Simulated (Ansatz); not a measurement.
Computed with Ansatz (plane waves, PAW, 420 eV cutoff): PBE, scalar-relativistic, collinear spin, Γ-centred 14×14×14 mesh, 0.05 eV Gaussian smearing. The datasets are Ansatz's generated set soft_2.

A compound XO has these computed properties.

```yaml
Space_group: Fm-3m (No. 225)
Conventional_cell: a = 4.309 Å, b = 4.309 Å, c = 4.309 Å, α = 90.00°, β = 90.00°, γ = 90.00°
Volume: 10.00 Å³/atom
Band_gap: zero (metallic)
Density_of_states_at_the_Fermi_level: 0.59 states/(eV·atom)
Magnetic_state: ferromagnetic
Site_spin_moments: X 3.45; O 0.32 μB
Spin_moment_of_the_cell: 4.00 μB
Bader_charges: X 1.34; O -1.34 e
Formation_energy_from_the_elements_0_K_uncorrected: -0.83 eV/atom
Bulk_modulus_Birch–Murnaghan: 186 GPa
Pressure_derivative_B0′: 4.6
```

Sites: X on 4a, O on 4b.

Task: Which element is X?
A. Cr
B. Mn
C. Fe
D. Ni

Result: C. X is Fe, so the compound is FeO.

The chain of runs began from a cell as deposited in COD, expanded in volume. Of that entry: the entry's cell lengths or inner coordinates differ somewhat from later room-temperature determinations.

Site moments are of spin, integrated over atomic spheres. Compounds of this kind are often insulators, Mott or charge-transfer ones with an open 3d shell, so the metal found may come from the functional, which lacks a U or exact exchange, or from the structure.
